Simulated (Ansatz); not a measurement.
A relaxed cell of Ge is given with its symmetry left out. The cell was found from a structure generator's guess, not taken from experiment.

The calculation used DFT PBE, scalar-relativistic, plane waves, PAW in Ansatz. Cutoff 420 eV, Γ-centred mesh, Gaussian smearing, no spin polarisation.

```
Ge
1.0
    -3.77873    3.77873    2.29587
     3.77873   -3.77873    2.29587
     3.77873    3.77873   -2.29587
Ge
6
Cartesian
  0.0000 0.0000 2.2959
  3.7787 0.0000 1.1479
  1.8894 3.5522 1.7219
  -1.8894 4.0053 1.7219
  0.2266 1.8894 0.5740
  -0.2266 5.6681 0.5740
```

Energies count from the standard state of Ge at the same level.

Q: What space group does it have?

A: I4_122 (No. 98). Conventional cell: a = 7.557 Å, c = 4.592 Å. Around Ge on a site of symmetry 222 lie 4 Ge at 2.57 Å; Ge on a site of symmetry 2 is surrounded by 4 Ge at 2.57–2.62 Å.

Q: How far does it lie from the standard state of Ge?

A: +0.30 eV/atom. So it is a metastable form at best.

Q: Is it a metal?

A: Yes, bands cross the Fermi level on the 10×10×10 mesh.

Q: From what recipe could a structure generator have reached it?

A: One such recipe: 4-connected net of one element (I4_122, No. 98). Other recipes can lead to the same cell.

The last run used a 10×10×10 mesh for its 6-atom cell and Gaussian smearing of 0.10 eV. A structure relaxed within its symmetry needn't be a true minimum. Another cell of Ge relaxed alike, in Cmmm, lies 251 meV/atom lower, so this cell isn't the stable form at this level.
